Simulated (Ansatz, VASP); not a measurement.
# One calculation of PbS, two programs

File INCAR:

```
SYSTEM = PbS
ALGO = Fast
EDIFF = 1E-7
ENCUT = 520
GGA = PE
ISIF = 2
ISMEAR = 0
IVDW = 12
LASPH = .True.
LCHARG = .False.
LREAL = .False.
LWAVE = .False.
NBANDS = 50
NELM = 100
PREC = Accurate
SIGMA = 0.1
```

Contents of KPOINTS:

```
k-points
0
Gamma
  4 4 1
  0 0 0
```

Contents of POSCAR:

```
PbS
1.0
    2.9837205200     -2.9837096800      0.0000000000
    2.9837205200      2.9837096800      0.0000000000
    0.0000000000      0.0000000000     32.5174038700
Pb S
4 4
Direct
    0.8370153100      0.1629846900      0.2062002100
    0.1629846900      0.8370153100      0.7937997900
    0.3370153100      0.6629846900      0.2937997900
    0.6629846900      0.3370153100      0.7062002100
    0.1617290400      0.8382709600      0.7120214700
    0.8382709600      0.1617290400      0.2879785300
    0.6617290400      0.3382709600      0.7879785300
    0.3382709600      0.6617290400      0.2120214700
```

Input for Ansatz:

```yaml
crystal:
  lattice:
    - [2.98372052, -2.98370968, 0.0]
    - [2.98372052, 2.98370968, 0.0]
    - [0.0, 0.0, 32.51740387]
  atoms:
    - { symbol: Pb, position: [0.83701531, 0.16298469, 0.20620021] }
    - { symbol: Pb, position: [0.16298469, 0.83701531, 0.79379979] }
    - { symbol: Pb, position: [0.33701531, 0.66298469, 0.29379979] }
    - { symbol: Pb, position: [0.66298469, 0.33701531, 0.70620021] }
    - { symbol: S, position: [0.16172904, 0.83827096, 0.71202147] }
    - { symbol: S, position: [0.83827096, 0.16172904, 0.28797853] }
    - { symbol: S, position: [0.66172904, 0.33827096, 0.78797853] }
    - { symbol: S, position: [0.33827096, 0.66172904, 0.21202147] }
basis:
  ecutwfc: 420
kpoints:
  mp_grid: { grid: [4, 4, 1] }
hamiltonian:
  xc: pbe
  dispersion: d3bj
scf:
  occupations: { method: gaussian, width: 0.1 }
output:
  forces: true
  stress: true
  eigenvalues: true
```

Alike in both runs: task single point; functional PBE; dispersion D3(BJ); k mesh 4 × 4 × 1; occupations gaussian, width 0.1 eV; no spin polarisation.

|  | VASP | Ansatz |
| --- | --- | --- |
| version | VASP 6.6.1 | Ansatz 0.2.0 |
| potentials or method | VASP PAW PBE potentials, release 64 (Pb_d, S) | scalar-relativistic, plane waves, PAW |
| plane-wave cutoff (eV) | 520 | 420 |
| valence electrons in the cell | 80 | 80 |

```tsv
	VASP	Ansatz	Ansatz less VASP
gap on the k mesh at the Fermi level (eV)	2.16	2.16	0.000
least direct gap on the mesh (eV)	2.18	2.18	-0.001
rms of the force components (eV/Å)	0.034	0.036	+0.0016
```

Atom by atom the forces differ by 0.003 eV/Å (rms over components).

Caveats: spin-orbit coupling is left out, which as a rule narrows the gap of such compounds by several tenths of an eV.
